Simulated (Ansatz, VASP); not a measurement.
**One calculation of GaAs, two programs**

Contents of INCAR:

```
PREC = Accurate
ENCUT = 520
EDIFF = 1E-7
ISMEAR = 0
SIGMA = 0.02
LREAL = False
LASPH = True
NELM = 60
ALGO = Normal
ISIF = 2
LWAVE = False
LCHARG = True
GGA = PE
LELF = True
LVHAR = True
NBANDS = 16
```

KPOINTS

```
regular mesh
0
Gamma
  12 12 12
```

Contents of POSCAR:

```
GaAs
1.0
    0.0000000000      2.7837885047      2.7837885047
    2.7837885047      0.0000000000      2.7837885047
    2.7837885047      2.7837885047      0.0000000000
Ga As
1 1
Direct
    0.0000000000      0.0000000000      0.0000000000
    0.2500000000      0.2500000000      0.2500000000
```

Input for Ansatz:

```yaml
crystal:
  lattice:
    - [0.0, 2.783788513, 2.783788513]
    - [2.783788513, 0.0, 2.783788513]
    - [2.783788513, 2.783788513, 0.0]
  atoms:
    - { symbol: Ga, position: [0.0, 0.0, 0.0] }
    - { symbol: As, position: [0.25, 0.25, 0.25] }
basis:
  ecutwfc: 420
kpoints:
  mp_grid: { grid: [12, 12, 12] }
hamiltonian:
  xc: pbe
scf:
  occupations: { method: gaussian, width: 0.02 }
output:
  forces: true
  stress: true
  eigenvalues: true
```

Alike in both runs: task single point; functional PBE; k mesh 12 × 12 × 12; occupations gaussian, width 0.02 eV; no spin polarisation.

|  | VASP | Ansatz |
| --- | --- | --- |
| version | VASP 6.6.1 | Ansatz 0.2.0 |
| potentials or method | VASP PAW PBE potentials, release 64 (Ga_d, As) | scalar-relativistic, plane waves, PAW |
| plane-wave cutoff (eV) | 520 | 420 |
| valence electrons in the cell | 18 | 28 |

|  | VASP | Ansatz | Ansatz less VASP |
| --- | --- | --- | --- |
| gap on the k mesh at the Fermi level (eV) | 0.87 | 0.87 | -0.007 |
| least direct gap on the mesh (eV) | 0.87 | 0.87 | -0.007 |
| pressure (GPa) | 7.4 | 7.2 | -0.23 |

The two sets of potentials don't hold the same shells in valence.

A k mesh can miss the band edges. Expect the measured gap to be larger: semilocal functionals such as PBE lack the derivative discontinuity.
